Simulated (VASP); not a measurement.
A run of VASP 6.6.1:

Contents of INCAR:

```
SYSTEM = Au
PREC = Accurate
ENCUT = 520
EDIFF = 1E-7
ISMEAR = 0
SIGMA = 0.05
LREAL = .False.
LASPH = .True.
NELM = 100
ALGO = Fast
ISIF = 2
LWAVE = .False.
LCHARG = .True.
LDIPOL = .True.
IDIPOL = 3
DIPOL = 0.5 0.5 0.500
GGA = PE
LELF = .True.
LVHAR = .True.
LVACPOTAV = .True.
```

Contents of KPOINTS:

```
Automatic mesh
0
Gamma
  11 11 1
  0 0 0
```

The input POSCAR:

```
Au
1.0
    2.8226199300      0.0000000000      0.0000000000
   -1.4113099650      2.5559330250      0.0000000000
    0.0000000000      0.0000000000     29.6795088300
Au
7
Direct
    0.3346720300      0.6693440600      0.2526995997
    0.6653279700      0.3306559400      0.3351330665
    0.3346720300      0.6693440600      0.4175665332
    0.6653279700      0.3306559400      0.5000000000
    0.3346720300      0.6693440600      0.5824334668
    0.6653279700      0.3306559400      0.6648669335
    0.3346720300      0.6693440600      0.7473004003
```

Potentials or basis: VASP PAW PBE potentials, release 64 (Au).

Command:

```sh
$ cat potpaw_PBE.64/Au/POTCAR > POTCAR
$ mpirun -np 1 vasp_std > vasp.out
```

Hardware: 1 thread of Intel(R) Xeon(R) 6975P-C (Granite Rapids) (shared host).

How long does it take, and how much memory?

It took 7.1 min on 1 thread of Intel(R) Xeon(R) 6975P-C (Granite Rapids), with other jobs on the host, peak memory 0.49 GiB. Counts: scf iterations 20, k points 36.
